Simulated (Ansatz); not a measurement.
## Fixed-spin-moment curve of NbAs

Computed with DFT PBE, scalar-relativistic, plane waves, PAW (Ansatz 0.2.0).

```
Nb As
1.0
     0.00000    2.90678    2.90678
     2.90678    0.00000    2.90678
     2.90678    2.90678    0.00000
Nb As
1 1
Direct
  0.00000 0.00000 0.00000
  0.25000 0.25000 0.25000
```

```
plane-wave cutoff : 420 eV
Γ-centred k-mesh  : 12×12×12
occupation rule   : Gaussian smearing, 0.1 eV
```

The total moment of the cell is held at each value, at fixed atoms.

Site moments are spin moments in atom-centred spheres that scale with the neighbour distance.

```csv
held moment (μB/cell),E above lowest (meV/atom),P (GPa),site moments (μB)
0.00,?,?,?
0.25,0.0,0.1,Nb +0.17
0.50,1.9,0.4,Nb +0.34
0.75,5.1,0.9,Nb +0.51
1.00,9.7,1.5,Nb +0.66
1.25,?,?,?
1.50,37.6,3.1,Nb +0.96
1.75,63.4,4.1,Nb +1.09
2.00,?,?,?
```

Question: Fill in the withheld rows.

Answer: The withheld rows:

```csv
held moment (μB/cell),E above lowest (meV/atom),P (GPa),site moments (μB)
0.00,0.0,0.0,none over 0.05
1.25,19.1,2.2,Nb +0.81
2.00,98.7,5.4,Nb +1.22
```

Cost: 9 runs of about 2.1 core-minutes in all, on Arm Neoverse V1 (shared hosts).